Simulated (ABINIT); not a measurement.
# Ge (Fd-3m) in ABINIT: further runs

The runs below take Ge through relaxation of cell and atoms, single point, with LDA, PBEsol.

Everything below comes from runs of ABINIT 10.8.3 (patched build). Logs are shortened: lines on timing, memory, paths and dates and some standing lists are left out, and cuts for length are marked. The log counts tension as positive stress, the text compression.

**Experimental background.**

“Electronic and optical properties of SixGe1-x-ySny alloys lattice-matched to Ge”, 2021, arxiv:2109.02782 reports, for a bulk crystal of Ge at 300 K: band gap 0.807 eV (direct).

How close the calculation comes is told below.

### Step 1. Starting point

Symmetry: Fd-3m, No. 227, cubic system. The conventional cell has a = 5.658 Å, b = 5.658 Å, c = 5.658 Å, α = 90.00°, β = 90.00°, γ = 90.00°. Around Ge (site symmetry -43m) lie 4 Ge at 2.45 Å.

### Step 2. Relaxation of cell and atoms, LDA

run.abi

```
# Pseudopotentials
pp_dirpath "./"
pseudos "Ge.LDA_PW-JTH.xml"

# Structure
acell 3*1.0
rprim
     0.0000000000     5.3458651312     5.3458651312
     5.3458651312     0.0000000000     5.3458651312
     5.3458651312     5.3458651312     0.0000000000
ntypat 1
znucl 32
natom 2
typat 1 1
chkprim 0
chksymtnons 0
tolsym 1.0e-6
xred
            3/4            3/4            3/4
            1/2            1/2            1/2

# Plane-wave basis
ecut 22.0
pawecutdg 44.0
pawovlp -1
ecutsm 0.5

# k points
kptopt 1
ngkpt 6 6 6
nshiftk 1
shiftk 0.0 0.0 0.0

# Exchange and correlation
ixc 7

# Bands and occupations
nband 18
occopt 3
tsmear 0.00183747

# SCF cycle
nstep 80
tolvrs 1.0e-10

# Output
iomode 3
prteig 0
prtebands 0
prtwf 0
prtden 0

# Relaxation
ionmov 2
optcell 2
ntime 50
tolmxf 2.0e-5
dilatmx 1.08
```

Potentials or basis: JTH PAW LDA v2.0.

Run with:

```bash
$ abinit run.abi > log 2>&1
```

run.abo:

```text
.Version 10.8.3 of ABINIT
 Symmetries : space group Fd -3 m (#227); Bravais cF (face-center cubic)
================================================================================
 Values of the parameters that define the memory need of the present run
     intxc =       0    ionmov =       2      iscf =      17    lmnmax =      18
     lnmax =       6     mgfft =      36  mpssoang =       3    mqgrid =    3001
     natom =       2  nloc_mem =       2    nspden =       1   nspinor =       1
    nsppol =       1      nsym =      48    n1xccc =       1    ntypat =       1
    occopt =       3   xclevel =       1
       mpw =        1908          nfft =       46656          nkpt =          16
 PAW method is used; the additional fine FFT grid is defined by:
   mgfftf=        50    nfftf =    125000
================================================================================
================================================================================

--------------------------------------------------------------------------------
------------- Echo of variables that govern the present computation ------------
--------------------------------------------------------------------------------
 -outvars: echo values of preprocessed input variables --------
            acell      1.0000000000E+00  1.0000000000E+00  1.0000000000E+00 Bohr
              amu      7.26100000E+01
          chkprim           0
      chksymtnons           0
          dilatmx      1.08000000E+00
             ecut      2.20000000E+01 Hartree
           ecutsm      5.00000000E-01 Hartree
           ionmov           2
              ixc           7
         kptrlatt        6    0    0      0    6    0      0    0    6
          kptrlen      4.53611698E+01
            natom           2
            nband          18
            ngfft          36      36      36
          ngfftdg          50      50      50
             nkpt          16
            nstep          80
             nsym          48
            ntime          50
           ntypat           1
           occopt           3
          optcell           2
        pawecutdg      4.40000000E+01 Hartree
          pawovlp     -1.0000000000E+00
           prtden           0
        prtebands           0
           prteig           0
            prtwf           0
            rprim      0.0000000000E+00  5.3458651312E+00  5.3458651312E+00
                       5.3458651312E+00  0.0000000000E+00  5.3458651312E+00
                       5.3458651312E+00  5.3458651312E+00  0.0000000000E+00
          spgroup         227
           tolmxf      2.00000000E-05
           tolsym      1.00000000E-06
           tolvrs      1.00000000E-10
           tsmear      1.83747000E-03 Hartree
            typat      1  1
           useylm           1
[... 473 lines left out ...]
 rms dE/dt=  1.2882E-30; max dE/dt=  3.1554E-30; dE/dt below (all hartree)
    1       0.000000000000      0.000000000000      0.000000000000
    2       0.000000000000      0.000000000000      0.000000000000

 cartesian coordinates (angstrom) at end:
    1      4.22286518097994     4.22286518097994     4.22286518097994
    2      2.81524345398663     2.81524345398663     2.81524345398663

 cartesian forces (hartree/bohr) at end:
    1     -0.00000000000000     0.00000000000000    -0.00000000000000
    2      0.00000000000000    -0.00000000000000     0.00000000000000
 frms,max,avg= 1.4828104E-31 1.4828104E-31   0.000E+00  0.000E+00  0.000E+00 h/b

 cartesian forces (eV/Angstrom) at end:
    1     -0.00000000000000     0.00000000000000    -0.00000000000000
    2      0.00000000000000    -0.00000000000000     0.00000000000000
 frms,max,avg= 7.6249174E-30 7.6249174E-30   0.000E+00  0.000E+00  0.000E+00 e/A
 length scales=  7.523671455763  7.523671455763  7.523671455763 bohr
              =  3.981355474010  3.981355474010  3.981355474010 angstroms
 Fermi (or HOMO) energy (hartree) =   0.25650   Average Vxc (hartree)=  -0.35113
 Eigenvalues (hartree) for nkpt=  16  k points:
 kpt#   1, nband= 18, wtk=  0.00463, kpt=  0.0000  0.0000  0.0000 (reduced coord)
  -0.65951   -0.65951   -0.65951   -0.65810   -0.65810   -0.65005   -0.65005   -0.65005
  -0.64951   -0.64951   -0.21928    0.25362    0.25652    0.25652    0.25652    0.34965
   0.34965    0.34965
      occupation numbers for kpt#   1
   2.00000    2.00000    2.00000    2.00000    2.00000    2.00000    2.00000    2.00000
   2.00000    2.00000    2.00000    1.65534    0.99682    0.99682    0.99682    0.00000
   0.00000    0.00000
 prteigrs : prtvol=0 or 1, do not print more k-points.

--- !EnergyTerms
iteration_state     : {dtset: 1, itime: 4, icycle: 1, }
comment             : Components of total free energy in Hartree
kinetic             :  1.32900682181548E+01
hartree             :  4.42862270730044E+01
xc                  : -4.67490947262224E+00
Ewald energy        : -9.92297608774001E+01
psp_core            :  3.61335410535303E+00
local_psp           : -1.44255050948194E+02
PAW spherical_terms : -4.67220978803555E+00
internal            : -1.91642281689740E+02
'-kT*entropy'       : -7.57629439615575E-05
total_energy        : -1.91642357452684E+02
total_energy_eV     : -5.21485420973533E+03
...

--- !EnergyTermsDC
iteration_state     : {dtset: 1, itime: 4, icycle: 1, }
comment             : '"Double-counting" decomposition of free energy'
band_energy         : -1.27197131303559E+01
Ewald energy        : -9.92297608774001E+01
psp_core            :  3.61335410535303E+00
xc_dc               : -4.30474725054206E+01
PAW spherical_terms : -4.02586899366575E+01
internal            : -1.91642282344481E+02
'-kT*entropy'       : -7.57629439615575E-05
total_energy_dc     : -1.91642358107425E+02
total_energy_dc_eV  : -5.21485422755175E+03
...

--- !EnergyTermsWithPAWCore
iteration_state     : {dtset: 1, itime: 4, icycle: 1, }
comment             : 'Components of total free energy, including PAW core contributions'
Total energy        : -4.19217674241055E+03
Total energy DC     : -4.19217674306529E+03
Total energy (eV)   : -1.14074940549152E+05
Total energy DC (eV): -1.14074940566968E+05
...

 Cartesian components of stress tensor (hartree/bohr^3)
  sigma(1 1)=  7.76502963E-08  sigma(3 2)=  0.00000000E+00
  sigma(2 2)=  7.76502963E-08  sigma(3 1)=  0.00000000E+00
  sigma(3 3)=  7.76502963E-08  sigma(2 1)=  0.00000000E+00

-Cartesian components of stress tensor (GPa)         [Pressure= -2.2846E-03 GPa]
- sigma(1 1)=  2.28455059E-03  sigma(3 2)=  0.00000000E+00
- sigma(2 2)=  2.28455059E-03  sigma(3 1)=  0.00000000E+00
- sigma(3 3)=  2.28455059E-03  sigma(2 1)=  0.00000000E+00

== END DATASET(S) ==============================================================
================================================================================

 -outvars: echo values of variables after computation  --------
            acell      7.5236714558E+00  7.5236714558E+00  7.5236714558E+00 Bohr
           etotal     -1.9164235811E+02
            fcart     -1.4828103507E-31  1.4828103507E-31 -1.4828103507E-31
                       1.4828103507E-31 -1.4828103507E-31  1.4828103507E-31
            rprim      0.0000000000E+00  7.0710678119E-01  7.0710678119E-01
                       7.0710678119E-01  0.0000000000E+00  7.0710678119E-01
                       7.0710678119E-01  7.0710678119E-01  0.0000000000E+00
           strten      7.7650296271E-08  7.7650296280E-08  7.7650296278E-08
                       0.0000000000E+00  0.0000000000E+00  0.0000000000E+00
           xangst      4.2228651810E+00  4.2228651810E+00  4.2228651810E+00
                       2.8152434540E+00  2.8152434540E+00  2.8152434540E+00
             xred      7.5000000000E-01  7.5000000000E-01  7.5000000000E-01
                       5.0000000000E-01  5.0000000000E-01  5.0000000000E-01
 Calculation completed.
```

Run time: 53 s. Hardware: 1 thread of Intel Xeon Platinum 8488C (Sapphire Rapids), shared host; peak memory 0.12 GiB.

Results:

```
Free energy                            : -5214.8542 eV
Relaxed volume                         : 22.31 Å³/atom
Relaxed cell                           : a = 3.981 Å, b = 3.981 Å, c = 3.981 Å, α = 60.00°, β = 60.00°, γ = 60.00°
Space group after relaxing (to 0.05 Å) : Fd-3m (No. 227)
Energy gained by relaxing              : 1.0 meV/atom
Ionic steps                            : 4
Pressure after relaxing                : 0.0 GPa
Band gap on the k mesh                 : none (metal or under the smearing width)
```

Step by step:
| step | energy change (eV) | largest force (eV/Å) | pressure (GPa) | volume (Å³) |
| --- | --- | --- | --- | --- |
| 1 | 0.0000 | 0.0000 | -0.99 | 45.28 |
| 2 | -0.0008 | 0.0000 | -0.78 | 45.14 |
| 3 | -0.0020 | 0.0000 | -0.03 | 44.64 |
| 4 | -0.0020 | 0.0000 | 0.00 | 44.62 |

Final structure:
```
CELL_PARAMETERS angstrom
0.00000 2.81524 2.81524
2.81524 0.00000 2.81524
2.81524 2.81524 0.00000
ATOMIC_POSITIONS crystal
Ge 0.75000 0.75000 0.75000
Ge 0.50000 0.50000 0.50000
```

Caveat: this crystal is a semiconductor, whose small gap the functional closes, so the metal is an error of the method; the atomic spheres overlap.

### Step 3. Relaxation of cell and atoms, PBEsol

run.abi

```
# Pseudopotentials
pp_dirpath "./"
pseudos "Ge.GGA_PBE-JTH.xml"

# Structure
acell 4.0006828887 4.0006828887 4.0006828887 Angstrom
rprim
     0.0000000000     0.7071067812     0.7071067812
     0.7071067812     0.0000000000     0.7071067812
     0.7071067812     0.7071067812     0.0000000000
ntypat 1
znucl 32
natom 2
typat 1 1
chkprim 0
chksymtnons 0
tolsym 1.0e-6
xred
            3/4            3/4            3/4
            1/2            1/2            1/2

# Plane-wave basis
ecut 22.0
pawecutdg 44.0
ecutsm 0.5

# k points
kptopt 1
ngkpt 6 6 6
nshiftk 1
shiftk 0.0 0.0 0.0

# Exchange and correlation
ixc -116133

# Bands and occupations
nband 18
occopt 3
tsmear 0.05 eV

# SCF cycle
nstep 80
tolvrs 1.0e-10

# Output
iomode 3
prteig 0
prtebands 0
prtwf 0
prtden 0

# Relaxation
ionmov 2
optcell 2
ntime 50
tolmxf 2.0e-5
dilatmx 1.08
```

Potentials or basis: JTH PAW PBE v2.0.

Run with:

```bash
$ abinit run.abi > log 2>&1
```

It took 75 s on 1 thread of Arm Neoverse V2, shared host; peak memory 0.14 GiB.

The run converged. Its results:

```
Free energy                            : -5200.4614 eV
Relaxed volume                         : 22.93 Å³/atom
Relaxed cell                           : a = 4.018 Å, b = 4.018 Å, c = 4.018 Å, α = 60.00°, β = 60.00°, γ = 60.00°
Space group after relaxing (to 0.05 Å) : Fd-3m (No. 227)
Energy gained by relaxing              : 0.8 meV/atom
Ionic steps                            : 4
Pressure after relaxing                : 0.0 GPa
Band gap on the k mesh                 : none (metal or under the smearing width)
```

The path:
| step | energy change (eV) | largest force (eV/Å) | pressure (GPa) | volume (Å³) |
| --- | --- | --- | --- | --- |
| 1 | 0.0000 | 0.0000 | 0.85 | 45.28 |
| 2 | -0.0006 | 0.0000 | 0.67 | 45.40 |
| 3 | -0.0015 | 0.0000 | 0.01 | 45.85 |
| 4 | -0.0015 | 0.0000 | 0.00 | 45.86 |

Final structure:
```cif
data_structure
_symmetry_space_group_name_H-M 'P 1'
_symmetry_Int_Tables_number 1
_cell_length_a 4.0177
_cell_length_b 4.0177
_cell_length_c 4.0177
_cell_angle_alpha 60.000
_cell_angle_beta 60.000
_cell_angle_gamma 60.000
_cell_volume 45.86
loop_
_atom_site_label
_atom_site_type_symbol
_atom_site_fract_x
_atom_site_fract_y
_atom_site_fract_z
_atom_site_occupancy
Ge1 Ge 0.75000 0.75000 0.75000 1
Ge2 Ge 0.50000 0.50000 0.50000 1
```

Caveat: the PAW data sets were made with another functional, which shifts forces and pressure a little; this crystal is a semiconductor, whose small gap the functional closes, so the metal is an error of the method.

### Step 4. Single point, PBEsol (cell relaxed)

run.abi

```
pp_dirpath "./"
pseudos "Ge.GGA_PBE-JTH.xml"

acell 3*1.0 Angstrom
rprim
     0.0000000000     2.8409724500     2.8409724500
     2.8409724500     0.0000000000     2.8409724500
     2.8409724500     2.8409724500     0.0000000000
ntypat 1
znucl 32
natom 2
typat 1 1
xred
     0.7500000000     0.7500000000     0.7500000000
     0.5000000000     0.5000000000     0.5000000000
chkprim 0
chksymtnons 0
tolsym 1.0e-6

ecut 22.0
pawecutdg 44.0

kptopt 1
ngkpt 6 6 6
nshiftk 1
shiftk 0.0 0.0 0.0

ixc -116133

nband 18
occopt 3
tsmear 0.00183747

nstep 100
tolvrs 1.0e-9

iomode 3
prtwf 0
prtden 0
prteig 0
prtebands 0
enunit 2
```

Run with:

```bash
$ abinit run.abi > log 2>&1
```

It took 20 s on 1 thread of Arm Neoverse V2, shared host; peak memory 0.12 GiB.

Results (log left out):

* Free energy: -5200.4643 eV
* Pressure: -0.6 GPa
* Band gap on the k mesh: none (metal or under the smearing width)
* Valence electrons inside the program's atomic spheres: Ge 12.37 (radii [1.2196] Å)

Levels at points of the mesh, in eV from the Fermi level:
| k point | band 10 | band 11 | band 12 | band 13 | band 14 | band 15 | band 16 | band 17 | band 18 |
| --- | --- | --- | --- | --- | --- | --- | --- | --- | --- |
| (0.00, 0.00, 0.00) | -24.49 | -12.71 | -0.13 | 0.01 | 0.01 | 0.01 | 2.53 | 2.53 | 2.53 |
| (0.50, 0.00, 0.00) | -24.46 | -10.64 | -7.58 | -1.39 | -1.39 | 0.08 | 3.71 | 3.71 | 6.96 |
| (0.50, 0.50, 0.00) | -24.45 | -8.86 | -8.86 | -3.05 | -3.05 | 0.69 | 0.69 | 9.38 | 9.38 |

Caveat: the PAW data sets were made with another functional, which shifts forces and pressure a little; this crystal is a semiconductor, whose small gap the functional closes, so the metal is an error of the method.

### Step 5. Single point, LDA

run.abi

```
pp_dirpath "./"
pseudos "Ge.upf"

acell 3*1.0
rprim
     0.0000000000     5.3458651312     5.3458651312
     5.3458651312     0.0000000000     5.3458651312
     5.3458651312     5.3458651312     0.0000000000
ntypat 1
znucl 32
natom 2
typat 1 1
xred
     0.7500000000     0.7500000000     0.7500000000
     0.5000000000     0.5000000000     0.5000000000

ecut 35.0

kptopt 1
ngkpt 6 6 6
nshiftk 1
shiftk 0.0 0.0 0.0

ixc 7

nband 18
occopt 3
tsmear 0.00183747

nstep 100
tolvrs 1.0e-10

iomode 3
prtwf 0
prtden 0
prteig 0
prtebands 0
prtvol 2
```

Potentials or basis: PseudoDojo NC SR LDA v0.4.1 standard.

Run with:

```bash
$ abinit run.abi > log 2>&1
```

Wall time 32 s (1 thread of Arm Neoverse V1, shared host); peak memory 0.08 GiB.

Results (log left out):

```
Free energy                                           : -4856.3463 eV
Band gap on the k mesh                                : none (metal or under the smearing width)
Valence electrons inside the program's atomic spheres : Ge 11.58 (radii [1.0584] Å)
```

Levels at points of the mesh, in eV from the Fermi level:
```csv
k point,band 11,band 12,band 13,band 14,band 15,band 16,band 17,band 18
"(0.00, 0.00, 0.00)",-12.80,-0.17,0.02,0.02,0.02,2.55,2.55,2.55
"(0.50, 0.00, 0.00)",-10.71,-7.62,-1.38,-1.38,0.07,3.74,3.74,7.01
"(0.50, 0.50, 0.00)",-8.92,-8.92,-3.05,-3.05,0.69,0.69,9.43,9.43
```

Caveat: the cutoff is too short for stress, so the log's stress isn't used; this crystal is a semiconductor, whose small gap the functional closes, so the metal is an error of the method.

### Step 6. The runs side by side

```csv
task,level,potentials or basis,cell,cutoff (eV),cell freedom (optcell),optimiser (ionmov),cutoff smearing ecutsm (Ha),force stop (Ha/bohr),fine-grid cutoff,gap on the mesh (eV),pressure (GPa),relaxed volume (Å³/atom)
relaxation of cell and atoms,LDA,JTH PAW LDA v2.0,relaxed,599,2,2,0.5,2e-05,1197.3 eV,none,0.0,22.31
relaxation of cell and atoms,PBEsol,JTH PAW PBE v2.0,relaxed,599,2,2,0.5,2e-05,1197.3 eV,none,0.0,22.93
single point,PBEsol,JTH PAW PBE v2.0,cell relaxed,599,-,-,-,-,1197.3 eV,none,-0.6,-
single point,LDA,PseudoDojo NC SR LDA v0.4.1 standard,as given,952,-,-,-,-,-,none,-,-
```

Alike in all rows: no spin polarisation; k mesh 6 × 6 × 6; smearing fermi-dirac 0.05 eV.

Caveats: this crystal is a semiconductor, whose small gap the functional closes, so the metal is an error of the method; the PAW data sets were made with another functional, which shifts forces and pressure a little (some runs); the atomic spheres overlap (some runs).

Absolute energies hang on the potentials; compare differences alone.

### Step 7. How close it comes

Step 2. The cell as given is a measured one (22.64 Å³/atom); LDA puts the equilibrium volume -1.4 % from it, thermal expansion not counted.

Step 3. The cell as given is a measured one (22.64 Å³/atom); PBEsol puts the equilibrium volume +1.3 % from it, thermal expansion not counted.

Step 5. Measured gap of Ge: 0.807 eV (direct; 300 K; “Electronic and optical properties of SixGe1-x-ySny alloys lattice-matched to Ge”, 2021, arxiv:2109.02782). This calculation gives 0.00 eV (-0.81 eV). 3 values of this kind are on record (0.666 to 0.807 eV); this one was drawn at random among those near their median. Spin-orbit coupling on Ge is left out. The value is that of LDA on a finite k mesh, which can miss the band edges, without temperature or zero-point motion. Semilocal functionals fall short of measured gaps as a rule.
